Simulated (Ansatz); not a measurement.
KBr:

```
Br K
1.0
     0.00000    3.30000    3.30000
     3.30000    0.00000    3.30000
     3.30000    3.30000    0.00000
Br K
1 1
Direct
  0.50000 0.50000 0.50000
  0.00000 0.00000 0.00000
```

Program: Ansatz 0.2.0. Alike in all runs: task band structure; cell as given; smearing fermi-dirac 0.05 eV; basis error allowed 0.001 eV/atom.

Question: Order these runs on this cell by their band gap on the k mesh, lowest first.
A. level PBEsol; potentials or basis all-electron LAPW, relativistic spinors; spin SOC, no magnetisation; k mesh 5 × 5 × 5; cutoff (eV) 128
B. level PBEsol; potentials or basis all-electron LAPW, scalar-relativistic; spin off; k mesh 7 × 7 × 7; cutoff (eV) 128
C. level RPBE; potentials or basis all-electron LAPW, scalar-relativistic; spin off; k mesh 7 × 7 × 7; cutoff (eV) 127

Answer: A (4.12 eV), B (4.28 eV), C (4.77 eV).

Runs at the PBE level aren't shown here.
